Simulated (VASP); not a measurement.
**P: relaxation of cell and atoms with LDA**

P:

```xyz
2
Lattice="1.6734 0.9661 2.8665 -1.6734 0.9661 2.8665 0.0000 -1.9322 2.8665" Properties=species:S:1:pos:R:3 pbc="T T T"
P     0.0000    0.0000    2.0130
P     0.0000    0.0000    6.5864
```

This isn't the form of P at room conditions, which is orthorhombic.

| Quantity | Value |
| --- | --- |
| Program | VASP 6.6.1 |
| Task | relaxation of cell and atoms |
| Functional | LDA |
| Potentials or basis | VASP PAW LDA potentials, release 64 (P) |
| Cutoff | 350 eV |
| k mesh | 6 × 6 × 6 |
| Occupations | gaussian, width 0.02 eV |
| Spin | no spin polarisation |
| Target pressure | 7.4 GPa |
| Further INCAR settings | ALGO = Normal; EDIFF = 1e-07; IBRION = 2; EDIFFG = -0.002; NSW = 80; ISIF = 3 |
| Target pressure | 7.4 GPa |

The relaxed volume is 13.89 Å³/atom and the relaxed cell is a = 3.456 Å, b = 3.456 Å, c = 3.456 Å, α = 57.91°, β = 57.91°, γ = 57.91°. The space group after relaxing (to 0.05 Å) is R-3m (No. 166) and the energy change on relaxing (the enthalpy is what falls) is +0.4 meV/atom. The ionic steps are 6, the pressure after relaxing is 7.4 GPa and the band gap on the k mesh is none (metal or under the smearing width).

The path:
| step | energy change (eV) | largest force (eV/Å) | pressure (GPa) | volume (Å³) |
| --- | --- | --- | --- | --- |
| 1 | 0.0000 | 0.0007 | 7.35 | 27.80 |
| 2 | 0.0008 | 0.0039 | 7.43 | 27.79 |
| 3 | 0.0005 | 0.0029 | 7.40 | 27.79 |
| 4 | 0.0005 | 0.0030 | 7.40 | 27.79 |
| 5 | 0.0006 | 0.0032 | 7.40 | 27.79 |
| 6 | 0.0007 | 0.0009 | 7.41 | 27.79 |

Final structure:
```cif
data_structure
_symmetry_space_group_name_H-M 'P 1'
_symmetry_Int_Tables_number 1
_cell_length_a 3.4562
_cell_length_b 3.4562
_cell_length_c 3.4562
_cell_angle_alpha 57.906
_cell_angle_beta 57.906
_cell_angle_gamma 57.906
_cell_volume 27.79
loop_
_atom_site_label
_atom_site_type_symbol
_atom_site_fract_x
_atom_site_fract_y
_atom_site_fract_z
_atom_site_occupancy
P1 P 0.23410 0.23410 0.23410 1
P2 P 0.76590 0.76590 0.76590 1
```

Levels at points of the mesh, in eV from the Fermi level:
```csv
k point,band 3,band 4,band 5,band 6,band 7,band 8
"(0.00, 0.00, 0.00)",-2.89,-2.89,-1.89,2.17,3.24,3.24
"(0.50, 0.00, 0.00)",-3.48,-3.06,-1.24,-0.43,0.46,0.88
"(0.50, 0.50, 0.00)",-7.47,-6.11,-6.02,-0.33,7.52,8.22
"(0.50, 0.50, 0.50)",-2.76,-2.76,-0.88,-0.88,0.66,2.26
```

Wall time 4.7 s on 1 thread of Intel(R) Xeon(R) 6975P-C (Granite Rapids), with other jobs on the host, peak memory 0.12 GiB.

Caveat: the k mesh is coarse (spacing up to 0.38 Å⁻¹), so the values aren't converged; the cell is relaxed towards a set pressure, so the enthalpy falls and the energy may rise.
